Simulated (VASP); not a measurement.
Crystal: Bi2Se3 (Paraguanajuatite).

```xyz
5
Lattice="2.0715 1.1960 9.5453 -2.0715 1.1960 9.5453 0.0000 -2.3920 9.5453" Properties=species:S:1:pos:R:3 pbc="T T T"
Bi    0.0000    0.0000   17.1587
Bi    0.0000    0.0000   11.4773
Se    0.0000    0.0000   22.5738
Se    0.0000    0.0000    6.0622
Se    0.0000    0.0000    0.0000
```

Base run:

```yaml
Program: VASP 6.6.1
Functional: LDA
Potentials_or_basis: VASP PAW LDA potentials, release 64 (Bi_d, Se)
Cutoff: 520 eV
k_mesh: 6 × 6 × 6
Occupations: gaussian, width 0.02 eV
Spin: spin-orbit coupling, no magnetisation
```

Its results: pressure -1.3 GPa; largest force 0.217 eV/Å.

Question: The run is repeated on the same cell with these changes: functional from LDA to PBE; potentials or basis from VASP PAW LDA potentials, release 64 (Bi_d, Se) to VASP PAW PBE potentials, release 64 (Bi_d, Se). What comes out?

Answer: Pressure 2.9 GPa; largest force 0.312 eV/Å.
